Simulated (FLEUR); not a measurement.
# Hf (P6_3/mmc) in FLEUR: notebook, part 2 of 4

FLEUR MaX-R8.1 (patched build s14). The steps go on from the part before.

### Step 3. Density of states, LDA, collinear spin, ferromagnetic start

Input file inp.xml:

```xml
<?xml version="1.0" encoding="UTF-8" standalone="no"?>
<fleurInput fleurInputVersion="0.39">
   <comment>
      Hf                                                                                                  
   </comment>
   <calculationSetup>
      <cutoffs Kmax="3.8" Gmax="11.8" GmaxXC="11.8" numbands="0"/>
      <scfLoop itmax="60" minDistance="0.00001" maxIterBroyd="15" imix="Anderson" alpha="0.05" precondParam="0.0" spinf="2.0"/>
      <coreElectrons ctail="T" frcor="F" kcrel="0" coretail_lmax="0"/>
      <xcFunctional name="vwn" relativisticCorrections="F"/>
      <magnetism jspins="2" fixed_moment="0.75"/>
      <soc l_soc="F" theta="0.0" phi="0.0" spav="F"/>
      <expertModes spex="0" secvar="F"/>
      <geometryOptimization l_f="F" forcealpha="1.0" forcemix="BFGS" epsdisp="0.00001" epsforce="0.00001"/>
      <ldaU l_linMix="F" mixParam="0.05" spinf="1.0"/>
   </calculationSetup>
   <cell>
      <bzIntegration valenceElectrons="52.0" mode="hist" fermiSmearingEnergy="0.00183747">
         <kPointListSelection listName="default-1"/>
         <!-- k-points included here -->
         <xi:include xmlns:xi="http://www.w3.org/2001/XInclude" href="kpts.xml"> </xi:include>
      </bzIntegration>
      <!-- symmetry operations included here -->
      <xi:include xmlns:xi="http://www.w3.org/2001/XInclude" href="sym.xml"> </xi:include>
      <bulkLattice scale="1.0">
         <bravaisMatrix>
            <row-1>    6.0408875025088191     0.0000000000000000     0.0000000000000000</row-1>
            <row-2>   -3.0204437512544096     5.2315620386186819     0.0000000000000000</row-2>
            <row-3>    0.0000000000000000     0.0000000000000000     9.5578567930018803</row-3>
         </bravaisMatrix>
      </bulkLattice>
   </cell>
   <atomSpecies>
      <species name="Hafnium (H.500" element="Hf" atomicNumber="72">
         <mtSphere radius="2.66" gridPoints="879" logIncrement="0.015"/>
         <atomicCutoffs lmax="11" lnonsphr="8"/>
         <electronConfig flipSpins="F">
            <coreConfig>(1s1/2) (2s1/2) (2p1/2) (2p3/2) (3s1/2) (3p1/2) (3p3/2) (4s1/2) (3d3/2) (3d5/2) (4p1/2) (4p3/2) (4d3/2) (4d5/2)</coreConfig>
            <valenceConfig>(5s1/2) (5p1/2) (5p3/2) (6s1/2) (4f5/2) (4f7/2) (5d3/2) (5d5/2)</valenceConfig>
            <stateOccupation state="(5d3/2)" spinUp="0.4" spinDown="0.4"/>
            <stateOccupation state="(5d5/2)" spinUp="0.85" spinDown="0.35"/>
         </electronConfig>
         <energyParameters s="6" p="6" d="5" f="4"/>
         <lo type="SCLO" l="0" n="5" eDeriv="0"/>
         <lo type="SCLO" l="1" n="5" eDeriv="0"/>
         <lo type="SCLO" l="2" n="5" eDeriv="2"/>
         <lo type="SCLO" l="3" n="4" eDeriv="2"/>
      </species>
   </atomSpecies>
   <atomGroups>
      <atomGroup species="Hafnium (H.500">
         <relPos label="                   1">-1.000/3.000 1.000/3.000 -1.000/4.000</relPos>
         <relPos label="                   2">1.000/3.000 -1.000/3.000 1.000/4.000</relPos>
         <force calculate="T" relaxXYZ="TTT"/>
      </atomGroup>
   </atomGroups>
   <output dos="F" band="F" slice="F">
      <checks vchk="F" cdinf="F"/>
      <bandDOS minEnergy="-.5*Htr" maxEnergy="0.5*Htr" sigma="0.015" storeEVData="T"/>
      <vacuumDOS vacdos="F" integ="F" star="F" nstars="0" locx1="0.0" locy1="0.0" locx2="0.0" locy2="0.0" nstm="0" tworkf="0.0"/>
      <unfoldingBand unfoldBand="F" supercellX="1" supercellY="1" supercellZ="1"/>
      <plotting iplot="0" polar="F">
         <plot TwoD="T" vec1="  1.0  0.0  0.0" vec2="  0.0  1.0  0.0" vec3="  0.0  0.0  1.0" zero="  0.0  0.0  0.0" file="plot"/>
      </plotting>
      <chargeDensitySlicing numkpt="0" minEigenval="0.0" maxEigenval="0.0" nnne="0" pallst="F"/>
      <specialOutput eonly="F"/>
      <magneticCircularDichroism mcd="F" energyLo="-10.0" energyUp="0.0"/>
   </output>
  <!-- We include the file relax.xml here to enable relaxations (see documentation) -->
  <xi:include xmlns:xi="http://www.w3.org/2001/XInclude" href="relax.xml"> <xi:fallback/> </xi:include>
</fleurInput>
```

Input file crystal.txt:

```
Hf
&input cartesian=F /
3.1967000000  0.0000000000  0.0000000000
-1.5983500000  2.7684234083  0.0000000000
0.0000000000  0.0000000000  5.0578000000
1.8897261246
1.0 1.0 1.0

2
72 0.6666666667  0.3333333333  0.7500000000 : 0.500
72 0.3333333333  0.6666666667  0.2500000000 : 0.500

&kpt div1=10 div2=10 div3=5 gamma=T /
```

Input file inp.xml (dos):

```
<?xml version="1.0" encoding="UTF-8" standalone="no"?>
<fleurInput fleurInputVersion="0.39">
   <comment>
      Hf                                                                                                  
   </comment>
   <calculationSetup>
      <cutoffs Kmax="3.8" Gmax="11.8" GmaxXC="11.8" numbands="0"/>
      <scfLoop itmax="60" minDistance="0.00001" maxIterBroyd="15" imix="Anderson" alpha="0.05" precondParam="0.0" spinf="2.0"/>
      <coreElectrons ctail="T" frcor="F" kcrel="0" coretail_lmax="0"/>
      <xcFunctional name="vwn" relativisticCorrections="F"/>
      <magnetism jspins="2" fixed_moment="0.75"/>
      <soc l_soc="F" theta="0.0" phi="0.0" spav="F"/>
      <expertModes spex="0" secvar="F"/>
      <geometryOptimization l_f="F" forcealpha="1.0" forcemix="BFGS" epsdisp="0.00001" epsforce="0.00001"/>
      <ldaU l_linMix="F" mixParam="0.05" spinf="1.0"/>
   </calculationSetup>
   <cell>
      <bzIntegration valenceElectrons="52.0" mode="hist" fermiSmearingEnergy="0.00183747">
         <kPointListSelection listName="default-1"/>
         <!-- k-points included here -->
         <xi:include xmlns:xi="http://www.w3.org/2001/XInclude" href="kpts.xml"> </xi:include>
      </bzIntegration>
      <!-- symmetry operations included here -->
      <xi:include xmlns:xi="http://www.w3.org/2001/XInclude" href="sym.xml"> </xi:include>
      <bulkLattice scale="1.0">
         <bravaisMatrix>
            <row-1>    6.0408875025088191     0.0000000000000000     0.0000000000000000</row-1>
            <row-2>   -3.0204437512544096     5.2315620386186819     0.0000000000000000</row-2>
            <row-3>    0.0000000000000000     0.0000000000000000     9.5578567930018803</row-3>
         </bravaisMatrix>
      </bulkLattice>
   </cell>
   <atomSpecies>
      <species name="Hafnium (H.500" element="Hf" atomicNumber="72">
         <mtSphere radius="2.66" gridPoints="879" logIncrement="0.015"/>
         <atomicCutoffs lmax="11" lnonsphr="8"/>
         <electronConfig flipSpins="F">
            <coreConfig>(1s1/2) (2s1/2) (2p1/2) (2p3/2) (3s1/2) (3p1/2) (3p3/2) (4s1/2) (3d3/2) (3d5/2) (4p1/2) (4p3/2) (4d3/2) (4d5/2)</coreConfig>
            <valenceConfig>(5s1/2) (5p1/2) (5p3/2) (6s1/2) (4f5/2) (4f7/2) (5d3/2) (5d5/2)</valenceConfig>
            <stateOccupation state="(5d3/2)" spinUp="0.4" spinDown="0.4"/>
            <stateOccupation state="(5d5/2)" spinUp="0.85" spinDown="0.35"/>
         </electronConfig>
         <energyParameters s="6" p="6" d="5" f="4"/>
         <lo type="SCLO" l="0" n="5" eDeriv="0"/>
         <lo type="SCLO" l="1" n="5" eDeriv="0"/>
         <lo type="SCLO" l="2" n="5" eDeriv="2"/>
         <lo type="SCLO" l="3" n="4" eDeriv="2"/>
      </species>
   </atomSpecies>
   <atomGroups>
      <atomGroup species="Hafnium (H.500">
         <relPos label="                   1">-1.000/3.000 1.000/3.000 -1.000/4.000</relPos>
         <relPos label="                   2">1.000/3.000 -1.000/3.000 1.000/4.000</relPos>
         <force calculate="T" relaxXYZ="TTT"/>
      </atomGroup>
   </atomGroups>
   <output dos="T" band="F" slice="F">
      <checks vchk="F" cdinf="F"/>
      <bandDOS minEnergy="-0.8*Htr" maxEnergy="0.5*Htr" sigma="0.005" storeEVData="T"/>
      <vacuumDOS vacdos="F" integ="F" star="F" nstars="0" locx1="0.0" locy1="0.0" locx2="0.0" locy2="0.0" nstm="0" tworkf="0.0"/>
      <unfoldingBand unfoldBand="F" supercellX="1" supercellY="1" supercellZ="1"/>
      <plotting iplot="0" polar="F">
         <plot TwoD="T" vec1="  1.0  0.0  0.0" vec2="  0.0  1.0  0.0" vec3="  0.0  0.0  1.0" zero="  0.0  0.0  0.0" file="plot"/>
      </plotting>
      <chargeDensitySlicing numkpt="0" minEigenval="0.0" maxEigenval="0.0" nnne="0" pallst="F"/>
      <specialOutput eonly="F"/>
      <magneticCircularDichroism mcd="F" energyLo="-10.0" energyUp="0.0"/>
   </output>
  <!-- We include the file relax.xml here to enable relaxations (see documentation) -->
  <xi:include xmlns:xi="http://www.w3.org/2001/XInclude" href="relax.xml"> <xi:fallback/> </xi:include>
</fleurInput>
```

Potentials or basis: all-electron, FLAPW.

Started as:

```console
inpgen -f crystal.txt -profile fastHighL
# inp.xml edited to the form shown
fleur
# inp.xml edited to the form shown
fleur   # second run, on inp.xml (dos)
```

It took 51 s on 1 thread of Intel Xeon Platinum 8488C (Sapphire Rapids), shared host; peak memory 0.09 GiB.

Results (log left out):

```
Free energy                                           : -821176.8048 eV
Net moment                                            : 0.75 μB per cell
Site moments                                          : Hf +0.23 μB
Valence electrons inside the program's atomic spheres : Hf 24.10 (radii Hf 2.66 bohr)
```

Caveat: the total moment is fixed, so each spin has its own Fermi level. The run has no spin-orbit coupling, so splittings on Hf are missing.

### Step 4. Density of states, LDA (Perdew-Zunger)+U, collinear spin, random start, spin-orbit coupling (cell squeezed)

Input file inp.xml:

```xml
<?xml version="1.0" encoding="UTF-8" standalone="no"?>
<fleurInput fleurInputVersion="0.39">
   <comment>
      Hf                                                                                                  
   </comment>
   <calculationSetup>
      <cutoffs Kmax="3.8" Gmax="11.8" GmaxXC="11.8" numbands="all"/>
      <scfLoop itmax="60" minDistance="0.001" maxIterBroyd="50" imix="Anderson" alpha="0.05" precondParam="0.0" spinf="2.0"/>
      <coreElectrons ctail="T" frcor="F" kcrel="0" coretail_lmax="0"/>
      <xcFunctional name="pz" relativisticCorrections="F"/>
      <magnetism jspins="2"/>
      <soc l_soc="T" theta="1.5707963" phi="0.0" spav="F"/>
      <expertModes spex="0" secvar="F"/>
      <geometryOptimization l_f="F" forcealpha="1.0" forcemix="BFGS" epsdisp="0.00001" epsforce="0.00001"/>
      <ldaU l_linMix="F" mixParam="0.05" spinf="1.0"/>
   </calculationSetup>
   <cell>
      <bzIntegration valenceElectrons="52.0" mode="hist" fermiSmearingEnergy="0.00183747">
         <kPointListSelection listName="default-1"/>
         <!-- k-points included here -->
         <xi:include xmlns:xi="http://www.w3.org/2001/XInclude" href="kpts.xml"> </xi:include>
      </bzIntegration>
      <!-- symmetry operations included here -->
[... 31 lines left out ...]
            <stateOccupation state="(5d3/2)" spinUp="0.4" spinDown="0.4"/>
            <stateOccupation state="(5d5/2)" spinUp="0.66" spinDown="0.54"/>
         </electronConfig>
         <energyParameters s="6" p="6" d="5" f="4"/>
         <ldaU l="2" U="6.2" J="0.9" l_amf="F"/>
         <lo type="SCLO" l="0" n="5" eDeriv="0"/>
         <lo type="SCLO" l="1" n="5" eDeriv="0"/>
         <lo type="SCLO" l="3" n="4" eDeriv="2"/>
      </species>
   </atomSpecies>
   <atomGroups>
      <atomGroup species="Hafnium (H-.140">
         <relPos label="                   1">-1.000/3.000 1.000/3.000 -1.000/4.000</relPos>
         <force calculate="T" relaxXYZ="TTT"/>
      </atomGroup>
      <atomGroup species="Hafnium (H.120">
         <relPos label="                   2">1.000/3.000 -1.000/3.000 1.000/4.000</relPos>
         <force calculate="T" relaxXYZ="TTT"/>
      </atomGroup>
   </atomGroups>
   <output dos="F" band="F" slice="F">
      <checks vchk="F" cdinf="F"/>
      <bandDOS minEnergy="-.5*Htr" maxEnergy="0.5*Htr" sigma="0.015" storeEVData="T"/>
      <vacuumDOS vacdos="F" integ="F" star="F" nstars="0" locx1="0.0" locy1="0.0" locx2="0.0" locy2="0.0" nstm="0" tworkf="0.0"/>
      <unfoldingBand unfoldBand="F" supercellX="1" supercellY="1" supercellZ="1"/>
      <plotting iplot="0" polar="F">
         <plot TwoD="T" vec1="  1.0  0.0  0.0" vec2="  0.0  1.0  0.0" vec3="  0.0  0.0  1.0" zero="  0.0  0.0  0.0" file="plot"/>
      </plotting>
      <chargeDensitySlicing numkpt="0" minEigenval="0.0" maxEigenval="0.0" nnne="0" pallst="F"/>
      <specialOutput eonly="F"/>
      <magneticCircularDichroism mcd="F" energyLo="-10.0" energyUp="0.0"/>
   </output>
  <!-- We include the file relax.xml here to enable relaxations (see documentation) -->
  <xi:include xmlns:xi="http://www.w3.org/2001/XInclude" href="relax.xml"> <xi:fallback/> </xi:include>
</fleurInput>
```

Input file crystal.txt:

```
Hf
&input cartesian=F /
3.0633463714  0.0000000000  0.0000000000
-1.5316731857  2.6529357783  0.0000000000
0.0000000000  0.0000000000  4.8468086706
1.8897261246
1.0 1.0 1.0

2
72 0.6666666667  0.3333333333  0.7500000000 : -0.140
72 0.3333333333  0.6666666667  0.2500000000 : 0.120

&soc 1.5707963 0.0 /
&kpt div1=6 div2=6 div3=3 gamma=T /
```

Input file inp.xml (dos):

```
<?xml version="1.0" encoding="UTF-8" standalone="no"?>
<fleurInput fleurInputVersion="0.39">
   <comment>
      Hf                                                                                                  
   </comment>
   <calculationSetup>
      <cutoffs Kmax="3.8" Gmax="11.8" GmaxXC="11.8" numbands="all"/>
      <scfLoop itmax="60" minDistance="0.001" maxIterBroyd="50" imix="Anderson" alpha="0.05" precondParam="0.0" spinf="2.0"/>
      <coreElectrons ctail="T" frcor="F" kcrel="0" coretail_lmax="0"/>
      <xcFunctional name="pz" relativisticCorrections="F"/>
      <magnetism jspins="2"/>
      <soc l_soc="T" theta="1.5707963" phi="0.0" spav="F"/>
      <expertModes spex="0" secvar="F"/>
      <geometryOptimization l_f="F" forcealpha="1.0" forcemix="BFGS" epsdisp="0.00001" epsforce="0.00001"/>
      <ldaU l_linMix="F" mixParam="0.05" spinf="1.0"/>
   </calculationSetup>
   <cell>
      <bzIntegration valenceElectrons="52.0" mode="hist" fermiSmearingEnergy="0.00183747">
         <kPointListSelection listName="default-1"/>
         <!-- k-points included here -->
         <xi:include xmlns:xi="http://www.w3.org/2001/XInclude" href="kpts.xml"> </xi:include>
      </bzIntegration>
[... 31 lines left out ...]
            <valenceConfig>(5s1/2) (5p1/2) (5p3/2) (6s1/2) (4f5/2) (4f7/2) (5d3/2) (5d5/2)</valenceConfig>
            <stateOccupation state="(5d3/2)" spinUp="0.4" spinDown="0.4"/>
            <stateOccupation state="(5d5/2)" spinUp="0.66" spinDown="0.54"/>
         </electronConfig>
         <energyParameters s="6" p="6" d="5" f="4"/>
         <ldaU l="2" U="6.2" J="0.9" l_amf="F"/>
         <lo type="SCLO" l="0" n="5" eDeriv="0"/>
         <lo type="SCLO" l="1" n="5" eDeriv="0"/>
         <lo type="SCLO" l="3" n="4" eDeriv="2"/>
      </species>
   </atomSpecies>
   <atomGroups>
      <atomGroup species="Hafnium (H-.140">
         <relPos label="                   1">-1.000/3.000 1.000/3.000 -1.000/4.000</relPos>
         <force calculate="T" relaxXYZ="TTT"/>
      </atomGroup>
      <atomGroup species="Hafnium (H.120">
         <relPos label="                   2">1.000/3.000 -1.000/3.000 1.000/4.000</relPos>
         <force calculate="T" relaxXYZ="TTT"/>
      </atomGroup>
   </atomGroups>
   <output dos="T" band="F" slice="F">
      <checks vchk="F" cdinf="F"/>
      <bandDOS minEnergy="-0.8*Htr" maxEnergy="0.5*Htr" sigma="0.005" storeEVData="T"/>
      <vacuumDOS vacdos="F" integ="F" star="F" nstars="0" locx1="0.0" locy1="0.0" locx2="0.0" locy2="0.0" nstm="0" tworkf="0.0"/>
      <unfoldingBand unfoldBand="F" supercellX="1" supercellY="1" supercellZ="1"/>
      <plotting iplot="0" polar="F">
         <plot TwoD="T" vec1="  1.0  0.0  0.0" vec2="  0.0  1.0  0.0" vec3="  0.0  0.0  1.0" zero="  0.0  0.0  0.0" file="plot"/>
      </plotting>
      <chargeDensitySlicing numkpt="0" minEigenval="0.0" maxEigenval="0.0" nnne="0" pallst="F"/>
      <specialOutput eonly="F"/>
      <magneticCircularDichroism mcd="F" energyLo="-10.0" energyUp="0.0"/>
   </output>
  <!-- We include the file relax.xml here to enable relaxations (see documentation) -->
  <xi:include xmlns:xi="http://www.w3.org/2001/XInclude" href="relax.xml"> <xi:fallback/> </xi:include>
</fleurInput>
```

Started as:

```console
inpgen -f crystal.txt -profile fastHighL
# inp.xml edited to the form shown
fleur
# inp.xml edited to the form shown
fleur   # second run, on inp.xml (dos)
```

Run time: 12 min. Hardware: 1 thread of Intel Xeon Platinum 8488C (Sapphire Rapids), shared host; peak memory 0.46 GiB.

These settings aren't checked as converged (typed here: minDistance = 0.001): the numbers below hold their error.

Results:

```yaml
Free_energy: -821170.0327 eV
Band_gap_on_the_k_mesh: none (metal or under the smearing width)
Net_moment: 0.00 μB per cell
Valence_electrons_inside_the_program's_atomic_spheres: Hf 24.16 (radii Hf 2.63 bohr)
```

Caveat: the k mesh is coarse (spacing up to 0.43 Å⁻¹), so the values aren't converged; the U is typed as a test and isn't derived for this compound.

(Part 2 of 4 ends here.)
